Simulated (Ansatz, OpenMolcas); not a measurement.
Computed against measured: atomisation enthalpy at 298 K

8 molecules with two or more fluorines; the atomisation enthalpy at 298 K in kJ/mol, computed less measured. Shapes, held fixed at every level: PBE0-D4/def2-TZVP. Flexible molecules stand in one conformer, not always the lowest. Thermal terms are harmonic and unscaled (PBE0-D4/def2-TZVP); the spin-orbit lowering of the free atoms is taken from their spectra. Programs: Ansatz 0.2.0, OpenMolcas 26.06. Measured values: Active Thermochemical Tables, CRC Handbook of Chemistry and Physics, NIST-JANAF tables.

Levels: A = HF/STO-3G; B = r2SCAN0-D4/def2-TZVPP; C = wB97M-V/def2-TZVPP; D = CCSD(T)/def2-TZVPP; E = CCSD/def2-TZVPP.

| molecule | from tabulated heats | A | B | C | D | E |
| --- | --- | --- | --- | --- | --- | --- |
| B(OH)F2 (difluorohydroxyborane) | 2280 | -639 | -44 | +12 | -53 | -90 |
| CBr2F2 (dibromodifluoromethane) | 1484 | -565 | -51 | -7 | -65 | -120 |
| CBrClF2 (SMILES FC(F)(Cl)Br) | 1551 | -622 | -52 | +2 | -70 | -125 |
| CClF3 (SMILES FC(F)(F)Cl) | 1787 | -773 | -56 | +14 | -66 | -118 |
| CHF3 (SMILES FC(F)F) | 1869 | -689 | -57 | +5 | -54 | -94 |
| SF4 (sulfur tetrafluoride) | 1358 | -1567 | -77 | +21 | -85 | -145 |
| C2HClF2 (SMILES FC(F)=CCl) | 2247 | -696 | -17 | +49 | -45 | -105 |
| C2H4F2 (1,2-difluoroethane) | 2915 | -525 | -57 | +3 | -78 | -121 |

(1) Sum up the errors.

Results:

(1) 
| level | kind | mean error | mean absolute error | worst case |
| --- | --- | --- | --- | --- |
| HF/STO-3G | Hartree–Fock | -759.5 | 759.5 | SF4 |
| r2SCAN0-D4/def2-TZVPP | global hybrid | -51.4 | 51.4 | SF4 |
| wB97M-V/def2-TZVPP | range-separated hybrid | +12.4 | 14.1 | C2HClF2 |
| CCSD(T)/def2-TZVPP | coupled cluster or CI | -64.5 | 64.5 | SF4 |
| CCSD/def2-TZVPP | coupled cluster or CI | -114.8 | 114.8 | SF4 |

On this set wB97M-V/def2-TZVPP has the smallest mean absolute error and HF/STO-3G the largest. HF/STO-3G is too low in 8 of 8; r2SCAN0-D4/def2-TZVPP is too low in 8 of 8; wB97M-V/def2-TZVPP is too high in 7 of 8; CCSD(T)/def2-TZVPP is too low in 8 of 8; CCSD/def2-TZVPP is too low in 8 of 8. The heats of SF4 (sulfur tetrafluoride) come from older tables and can be uncertain by 10 kJ/mol or more. Heats of the atoms come from ATcT where it has them, that of boron, 570 kJ/mol, from recent work. The levels differ in basis as well as in method. The tabulated values of B(OH)F2, C2HClF2 are in doubt (older tables, estimates, or at odds with other calculations) and kept here. Over the 6 molecules whose values aren't doubted the mean absolute errors are A 790.2; B 58.3; C 8.7; D 69.7; E 120.5. Where a negative error exceeds the measured value, the molecule comes out unbound. Hartree–Fock lacks correlation and underbinds. Correlated wave functions converge slowly with the basis. CCSD also lacks the triples, which bind further. Relativity is left out for Br. Outer-core shells of Br are correlated, in sets that cover them unevenly. The set is small.
